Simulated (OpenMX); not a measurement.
# Sb under changes of volume

One of the cells (30.206 Å³/atom); the others are scaled copies at fixed shape and fractional positions:

```
Sb
1.0
     2.15420    1.24373    3.75800
    -2.15420    1.24373    3.75800
     0.00000   -2.48746    3.75800
Sb
2
Cartesian
  0.0000 0.0000 8.6416
  0.0000 0.0000 2.6324
```

| Quantity | Value |
| --- | --- |
| Program | OpenMX 3.8.5 |
| Functional | PBE |
| Potentials or basis | OpenMX 2013 PBE set, Sb7.0-s3p2d1, fixed grid of 48 × 48 × 48 points |
| k mesh | 9 × 9 × 9 |
| Occupations | fermi-dirac, width 0.05 eV |
| Spin | no spin polarisation |

| volume (Å³/atom) | energy over the lowest point (meV/atom) | gap on the mesh (eV) | largest force (eV/Å) |
| --- | --- | --- | --- |
| 28.393 | ? | ? | ? |
| 28.998 | 109.54 | 0.20 | 0.759 |
| 29.602 | 76.74 | 0.24 | 0.630 |
| 30.206 | 49.89 | 0.28 | 0.543 |
| 30.810 | 28.41 | 0.31 | 0.421 |
| 31.414 | 12.02 | 0.33 | 0.313 |
| 32.018 | 0.00 | 0.33 | 0.239 |

Q: What does the run at 28.393 Å³/atom give?

A: Energy over the lowest point 149.05 meV/atom; gap on the mesh 0.15 eV; largest force 0.909 eV/Å.

Worked out: A Birch-Murnaghan fit of order 3 (a polynomial in V^(-2/3)) to the other rows has no minimum within the range. It gives 148.99 meV/atom at 28.393 Å³/atom, against the run's 149.05. A parabola through the other rows of the gap, of slope 3.07 eV per unit of ln V there, extrapolates to 0.14 eV, against the run's 0.15.

Energies are extrapolated to zero smearing.

Caveats: the basis has few d functions beyond the semicore shells, which can make volumes several per cent too large; spin-orbit coupling is left out, which moves the levels of the heavy elements; an odd mesh through Γ misses points on the zone boundary, where band edges often lie; the basis of atomic orbitals isn't converged, which shifts pressures, moduli and gaps.
